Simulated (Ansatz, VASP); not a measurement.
**One calculation of Ir, two programs**

Contents of INCAR:

```
  PREC = Accurate
  ENCUT = 520
  EDIFF = 1E-6
  ISMEAR = -1
  SIGMA = 0.1
  LREAL = False
  LASPH = True
  NELM = 100
  ALGO = Normal
  ISIF = 2
  LWAVE = False
  LCHARG = False
  GGA = RE
  NBANDS = 16
```

The input KPOINTS:

```
regular mesh
0
Gamma
  15 15 8
```

The input POSCAR:

```
Ir
1.0
    2.7928803728      0.0000000000      0.0000000000
   -1.3964401864      2.4187053525      0.0000000000
    0.0000000000      0.0000000000      4.5291246724
Ir
2
Direct
    0.3333333333      0.6666666667      0.2500000000
    0.6666666667      0.3333333333      0.7500000000
```

Input for Ansatz:

```yaml
crystal:
  lattice:
    - [2.7928803728, 0.0, 0.0]
    - [-1.3964401864, 2.4187053525, 0.0]
    - [0.0, 0.0, 4.5291246724]
  atoms:
    - { symbol: Ir, position: [0.3333333333, 0.6666666667, 0.25] }
    - { symbol: Ir, position: [0.6666666667, 0.3333333333, 0.75] }
hamiltonian:
  xc: revpbe
  pseudopotentials:
    kind: paw
    azcp:
      Ir: "pseudopotentials/Ir.paw.azcp"
basis:
  ecutwfc: 420
  fft_grid_basis: typed
kpoints:
  mp_grid: { grid: [15, 15, 8], shift: [0, 0, 0] }
magnetization:
  spin_polarized: false
scf:
  occupations: { method: fermi_dirac, width: 0.1 }
  lower_state_search: "off"
output:
  stress: true
```

Alike in both runs: task single point; functional revPBE; k mesh 15 × 15 × 8; occupations fermi-dirac, width 0.1 eV; no spin polarisation.

|  | VASP | Ansatz |
| --- | --- | --- |
| version | VASP 6.6.1 | Ansatz 0.2.0 |
| potentials or method | VASP PAW PBE potentials, release 64 (Ir) | plane waves (420 eV) with PAW, scalar-relativistic |
| plane-wave cutoff (eV) | 520 | 420 |
| valence electrons in the cell | 18 | 34 |

Ansatz gave:

```
pressure (GPa)                                  : -11.8
largest component of the traceless stress (GPa) : 0.29
```

Q: Estimate VASP's values.

A: Pressure (GPa): -11.5; largest component of the traceless stress (GPa): 0.26.

The two sets of potentials don't hold the same shells in valence.

Caveats: the PAW data sets were made with another functional, which shifts forces and pressure a little (VASP). Spin-orbit coupling is left out, which matters for the levels of Ir.
